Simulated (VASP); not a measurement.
# Se, self-consistent run: which settings are enough?

Se, P3_121 (no. 152), 3 atoms in the cell. R2SCAN; PAW potentials Se (PBE set). VASP 6.6.1.

Wanted: energy within 0.2 meV/atom; levels at the zone centre within 0.003 eV.

What the run is for: comparing ways to start; Accuracy asked: tight.

Levels at the zone centre: counted from the valence top at that point.

POSCAR:
```
Se
1.0
    4.3662000000      0.0000000000      0.0000000000
   -2.1831000000      3.7812401180      0.0000000000
    0.0000000000      0.0000000000      4.9536000000
Se
3
Direct
    0.7746000000      0.7746000000      0.0000000000
    0.0000000000      0.2254000000      0.6666666667
    0.2254000000      0.0000000000      0.3333333333
```

## How the run starts (with a second run first, the time holds both)

| How the run starts (with a second run first, the time holds both) | Energy less reference (meV/atom) | Levels at the zone centre, largest deviation (eV) | Time (s) |
|---|---|---|---|
| from scratch: 20 SCF iterations | 0.00 | 0.0000 | 108 |
| PBE orbitals (WAVECAR): 11 + 11 SCF iterations | 0.00 | 0.0000 | 81 |
| PBE density (CHGCAR): 11 + 25 SCF iterations | 0.00 | 0.0000 | 161 |
| loose PBE orbitals: 8 + 11 SCF iterations | 0.00 | 0.0000 | 80 |

Chosen: from scratch: 20 SCF iterations; no other choice that stays within half of the tolerance saves 30 % of the time.

The chosen settings are those of the reference run.

Values of the reference run: Levels at the zone centre: -1.684, 0, 2.593 eV from the valence top at Gamma.

## The input

INCAR:
```
SYSTEM = Se
METAGGA = R2SCAN
ISMEAR = 0
SIGMA = 0.03
LWAVE = .FALSE.
LCHARG = .FALSE.
ISIF = 2
PREC = Accurate
LASPH = .TRUE.
LREAL = .FALSE.
ALGO = Normal
EDIFF = 1E-6
NELM = 120
GGA_COMPAT = .FALSE.
ENCUT = 440
EFERMI = MIDGAP
LMIXTAU = .TRUE.
```

KPOINTS:
```
k-points
0
Gamma
  6 6 5
```

Commands:
```
cat potpaw_PBE.64/Se/POTCAR > POTCAR
mpirun -np 1 vasp_std > vasp.out
```

The chosen input took VASP 6.6.1 108 s on 1 core (Intel Xeon Platinum 8259CL @ 2.50GHz (Skylake/Cascade Lake)), a shared host.
